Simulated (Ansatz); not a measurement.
## AlN under changes of volume

One of the cells (10.451 Å³/atom); the others are scaled copies at fixed shape and fractional positions:

```
Al N
1.0
     3.11300    0.00000    0.00000
    -1.55650    2.69594    0.00000
     0.00000    0.00000    4.98100
Al N
2 2
Direct
  0.66667 0.33333 0.50000
  0.33333 0.66667 0.00000
  0.66667 0.33333 0.88000
  0.33333 0.66667 0.38000
```

- Program: Ansatz 0.2.0
- Functional: SVWN5
- Potentials or basis: Ansatz PAW
- Cutoff: 420 eV (not typed: the program's choice for these potentials)
- k mesh: 10 × 10 × 6
- Occupations: fermi-dirac, width 0.05 eV
- Spin: no spin polarisation

```tsv
volume (Å³/atom)	energy over the lowest point (meV/atom)	pressure (GPa)	gap on the mesh (eV)	largest force (eV/Å)
9.824	9.99	8.7	4.80	0.166
10.033	1.93	3.7	4.61	0.148
10.242	0.00	-0.7	4.42	0.132
10.451	3.64	-4.8	4.24	0.117
10.660	?	?	?	?
10.869	25.49	-11.8	3.90	0.089
11.078	42.81	-14.8	3.74	0.076
```

What does the run at 10.660 Å³/atom give?

Energy over the lowest point 12.28 meV/atom; pressure -8.4 GPa; gap on the mesh 4.07 eV; largest force 0.102 eV/Å.

Worked out: A Birch-Murnaghan fit of order 3 (a polynomial in V^(-2/3)) to the other rows has its minimum at 10.21 Å³/atom with B0 = V·E''(V) = 211 GPa and B' = 3.9 at fixed shape and positions, which overstates the stiffness. It gives 12.29 meV/atom at 10.660 Å³/atom, against the run's 12.28, and -dE/dV = -8.4 GPa, against -8.4. A straight line through the other rows of the gap, of slope -8.83 eV per unit of ln V (its deformation potential), gives 4.07 eV, against the run's 4.07.

Energies are extrapolated to zero smearing.

Caveats: the PAW data sets come from PBE, with cores solved anew for the run's functional, which leaves a small shift of forces and pressure.

A mesh can miss the band edges.
